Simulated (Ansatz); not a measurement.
AlCu₃ under pressure: fit and missing row

AlCu₃, P6_3/mmc, a = 5.155 Å, c = 4.189 Å. The structure is a Materials Project entry; whether it is the stable form wasn't checked. Ansatz: r2SCAN, PAW, 500 eV, Γ-centred 12×12×8 mesh on 8 atoms, Gaussian smearing 0.10 eV; no spin polarisation. Cell and atoms are relaxed at each pressure, and no other structure is tried, so the rows at high pressure may lie past a change of phase.

```
V (Å³/atom) P (GPa)
          ?    25.00
     11.266    12.00
     11.752     4.06
     11.975     1.00
     12.050     0.03
     12.135    -1.00
```

Task: Take V0 = 12.050 Å³/atom, count pressures from its P0 = 0.03 GPa, fit the third-order Birch–Murnaghan form to the other rows, and predict the missing volume.

Result: With the Eulerian strain f = ½[(V0/V)^(2/3) − 1] and y = (P − P0)/[3f(1 + 2f)^(5/2)], the form is the line y = B0 + 1.5 B0 (B0′ − 4) f. Rows (f, y): 0.02294, 155.5; 0.00842, 153.0; 0.00209, 153.1; -0.00234, 148.5. Means f = 0.007777, y = 152.53; Σ(Δf)² = 0.0003650, ΣΔfΔy = 0.08287; the slope is their ratio. y = 150.8 + 227.0 f GPa, so B0 = 150.8 GPa and B0′ = 4 + 2 × (227.0)/(3 × 150.8) = 5.00. P = 25.00 GPa is met at f = 0.04234 (y = 160.41), so V = V0 (1 + 2f)^(−3/2) = 10.667 Å³/atom. The run gave 10.653 Å³/atom, so the fit is 0.014 Å³/atom too high, 0.94 % of the span of the series, against an rms of 0.001 Å³/atom on the fitted rows. The row lies outside the fitted range. A fourth-order term fitted to the same rows gives P = 23.43 GPa at this row's volume (the line 25.35, the run 25.00), no gain. With a term in f² added B0′ becomes 6.27, so this figure hangs on the form.

The compressed rows show AlCu₃ stiffening smoothly, with a bulk modulus near that of copper and well above that of aluminium. This is what a copper-rich metal should give: as the atoms approach, the kinetic energy of the sp electrons and the repulsion between filled Cu 3d shells rise faster than the cohesive terms, while Al–Cu sp–d hybridisation probably adds some stiffness.

The predicted volume at 25.00 GPa is slightly too large, so the line makes the compressed crystal a little too stiff. The likely source is the row at -1.00 GPa, whose low y steepens the slope. So close to V0, y is a quotient of two small differences, and a slight error in volume or residual stress shifts it strongly, yet the fit weights all rows equally. The f² term probably follows the same scatter, which would explain why it overcorrects. B0 is therefore reasonably well supported, B0′ only loosely. Since the axes are not listed under load, the data don't show whether the compression is isotropic.
